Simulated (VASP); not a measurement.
Set up this calculation in VASP 6.6.1, as the native input.

| Property | Result |
| --- | --- |
| Task | band structure |
| Functional | PBE |
| Dispersion | D3(BJ) |
| Potentials or basis | VASP PAW PBE potentials, release 64 (Pt, Se) |
| Cutoff | 250 eV |
| k mesh | 9 × 9 × 6 |
| Occupations | gaussian, width 0.02 eV |
| Spin | no spin polarisation |
| Further INCAR settings | ALGO = Fast; EDIFF = 1e-07 |

Crystal: PtSe2.

```
CELL_PARAMETERS angstrom
3.76802 0.00000 0.00000
-1.88401 3.26320 0.00000
0.00000 0.00000 4.80698
ATOMIC_POSITIONS crystal
Pt 0.00000 0.00000 0.00000
Se 0.33333 0.66667 0.26660
Se 0.66667 0.33333 0.73340
```

These files were run (other wordings do the same):

POSCAR

```
PtSe2                                   
1.0
    3.7680173360     -0.0000000000     -0.0000000000
   -1.8840086680      3.2631987311      0.0000000000
   -0.0000000000     -0.0000000000      4.8069765111
  Pt              Se            
     1     2
Direct
     1.0000000000000000    0.0000000000000000    0.0000000000000000
     0.3333333300000021    0.6666666699999979    0.2665979589656339
     0.6666666699999979    0.3333333300000021    0.7334020410343660
```

INCAR.step1

```
SYSTEM = PtSe2
PREC = Accurate
ENCUT = 250
EDIFF = 1E-7
ISMEAR = 0
SIGMA = 0.02
LREAL = .FALSE.
LASPH = .TRUE.
NELM = 80
ALGO = Fast
ISIF = 2
LWAVE = .FALSE.
LCHARG = .TRUE.
LMAXMIX = 4
GGA = PE
IVDW = 12
```

KPOINTS.step1

```
regular mesh
0
G
  9 9 6
  0 0 0
```

INCAR.step2

```
SYSTEM = PtSe2
PREC = Accurate
ENCUT = 250
EDIFF = 1E-7
ISMEAR = 0
SIGMA = 0.05
LREAL = .FALSE.
LASPH = .TRUE.
NELM = 80
ALGO = Fast
ISIF = 2
LWAVE = .FALSE.
LCHARG = .FALSE.
LMAXMIX = 4
GGA = PE
IVDW = 12
ICHARG = 11
```

KPOINTS.step2

```
path GMKGALHA,LM,KH
10
line-mode
reciprocal
 0.0000000000  0.0000000000  0.0000000000  G
 0.5000000000  0.0000000000  0.0000000000  M

 0.5000000000  0.0000000000  0.0000000000  M
 0.3333333333  0.3333333333  0.0000000000  K

 0.3333333333  0.3333333333  0.0000000000  K
 0.0000000000  0.0000000000  0.0000000000  G

 0.0000000000  0.0000000000  0.0000000000  G
 0.0000000000  0.0000000000  0.5000000000  A

 0.0000000000  0.0000000000  0.5000000000  A
 0.5000000000  0.0000000000  0.5000000000  L

 0.5000000000  0.0000000000  0.5000000000  L
 0.3333333333  0.3333333333  0.5000000000  H

 0.3333333333  0.3333333333  0.5000000000  H
 0.0000000000  0.0000000000  0.5000000000  A

 0.5000000000  0.0000000000  0.5000000000  L
 0.5000000000  0.0000000000  0.0000000000  M

 0.3333333333  0.3333333333  0.0000000000  K
 0.3333333333  0.3333333333  0.5000000000  H
```

Potentials or basis: VASP PAW PBE potentials, release 64 (Pt, Se).

Run with:

```bash
$ cat potpaw_PBE.64/Pt/POTCAR potpaw_PBE.64/Se/POTCAR > POTCAR
$ cp INCAR.step1 INCAR
$ cp KPOINTS.step1 KPOINTS
$ mpirun -np 1 vasp_std > vasp.out
$ cp INCAR.step2 INCAR
$ cp KPOINTS.step2 KPOINTS
$ mpirun -np 1 vasp_std > vasp.out
```

It gave:

| Item | Value |
| --- | --- |
| Band gap along the path | none (metal or under the smearing width) |
| Dispersion energy per atom | -0.493 eV |

Caveat: the log is that of the step along the path at fixed density, whose energy, stress, charges and moments have no meaning; spin-orbit coupling is left out, which moves the levels of the heavy elements.

Wall time 18 s on 1 thread of Intel(R) Xeon(R) 6975P-C (Granite Rapids), with other jobs on the host, peak memory 0.15 GiB.
